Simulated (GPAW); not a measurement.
Crystal: CsPbCl3.

```xyz
5
Lattice="5.6050 0.0000 0.0000 0.0000 5.6050 0.0000 0.0000 0.0000 5.6050" Properties=species:S:1:pos:R:3 pbc="T T T"
Pb    2.8025    2.8025    2.8025
Cs    0.0000    0.0000    0.0000
Cl    2.8025    0.0000    2.8025
Cl    0.0000    2.8025    2.8025
Cl    2.8025    2.8025    0.0000
```

Base run:

```yaml
Program: GPAW 26.7.0
Functional: PBEsol
Potentials_or_basis: PAW data sets generated in the run's folder for this functional
Cutoff: 400 eV
Basis: pw
k_mesh: 4 × 4 × 4
Occupations: fermi-dirac, width 0.001 eV
Spin: no spin polarisation
```

Its results: band gap on the k mesh 1.74 eV, direct; electronic dielectric tensor (diagonal) 3.87.

After a change of settings the same cell gave: band gap on the k mesh 1.82 eV, direct; electronic dielectric tensor (diagonal) 3.78. Which change was it?
A. functional from PBEsol to RPBE; potentials or basis from PAW data sets generated in the run's folder for this functional to the program's PAW data sets (release 1.2.1) made for this functional
B. functional from PBEsol to AM05
C. functional from PBEsol to GLLB-SC; potentials or basis from PAW data sets generated in the run's folder for this functional to the program's PAW data sets (release 1.2.1) made for this functional

B.

Caveats: the long-wavelength limit can be off by a per cent or two; spin-orbit coupling is left out, which as a rule narrows the gap of such compounds by several tenths of an eV; an odd mesh through Γ misses points on the zone boundary, where band edges often lie.

Runs at the PBE level aren't shown here.
